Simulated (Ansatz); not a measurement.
# RbBr (rocksalt): G0W0 against its settings

RbBr built on the rocksalt prototype, relaxed with r2SCAN; one-shot G0W0 in Ansatz without spin-orbit coupling. (Simulation; spin polarisation is off.)

```cif
data_structure
_symmetry_space_group_name_H-M 'Fm-3m'
_symmetry_Int_Tables_number 225
_cell_length_a 6.9217
_cell_length_b 6.9217
_cell_length_c 6.9217
_cell_angle_alpha 90.000
_cell_angle_beta 90.000
_cell_angle_gamma 90.000
_cell_volume 331.61
loop_
_atom_site_label
_atom_site_type_symbol
_atom_site_symmetry_multiplicity
_atom_site_Wyckoff_symbol
_atom_site_fract_x
_atom_site_fract_y
_atom_site_fract_z
_atom_site_occupancy
Rb1 Rb 4 a 0.00000 0.00000 0.00000 1
Br1 Br 4 b 0.50000 0.00000 0.00000 1
```

Gaps are read over the mesh points alone. G0W0 here is at a finite number of bands, screening cutoff and k mesh, not at the basis limit.
```
 start       potentials      frequency model   mesh  empty bands  screening cutoff (eV)  Kohn-Sham gap (eV)  G0W0 gap (eV)        rough cost
   PBE              PAW  contour deformation  4×4×4          134                     80                4.29           6.60    8 core-seconds
   PBE              PAW  contour deformation  4×4×4          311                    140                4.29           6.79   40 core-seconds
   PBE              PAW  contour deformation  4×4×4          572                    210                4.29           6.87  2.9 core-minutes
 HSE06              PAW  contour deformation  4×4×4          311                    140                5.44           7.34  110 core-seconds
   LDA              PAW  contour deformation  4×4×4          311                    140                3.88           6.60   40 core-seconds
r2SCAN              PAW  contour deformation  4×4×4          311                    140                4.89           7.10   50 core-seconds
   PBE              PAW     Godby-Needs pole  4×4×4          311                    140                4.29           6.79   70 core-seconds
   PBE              PAW  contour deformation  6×6×6          134                     80                4.29           6.59   50 core-seconds
   PBE  norm-conserving  contour deformation  4×4×4          311                    140                4.29           6.74   50 core-seconds
```

The quasiparticle gap on this mesh is 6.87 eV (direct at Γ), against 4.29 eV from PBE: +2.58 eV. Renormalisation factors Z lie between 0.80 and 0.86.

Raising bands and cutoff together moves the gap by +0.19 eV (80 to 140 eV), then +0.08 eV (140 to 210 eV); the last step is still large, so the basis limit isn't reached. Starting from HSE06 (5.44 eV against PBE's 4.29 eV) gives 7.34 eV, +0.55 eV from G0W0@PBE at the same screening cutoff. Starting from LDA (3.88 eV against PBE's 4.29 eV) gives 6.60 eV, -0.19 eV from G0W0@PBE at the same screening cutoff. Starting from r2SCAN (4.89 eV against PBE's 4.29 eV) gives 7.10 eV, +0.31 eV from G0W0@PBE at the same screening cutoff. The Godby-Needs plasmon pole differs from contour deformation by 0.00 eV. A 6×6×6 mesh in place of 4×4×4 changes the opening over PBE by -0.01 eV (the gap on the mesh by -0.01 eV). Norm-conserving potentials (wave cutoff 630 eV against 420 eV) shift the quasiparticle gap by -0.05 eV and the PBE gap by 0.00 eV. r2SCAN runs take a wave cutoff of 500 eV.
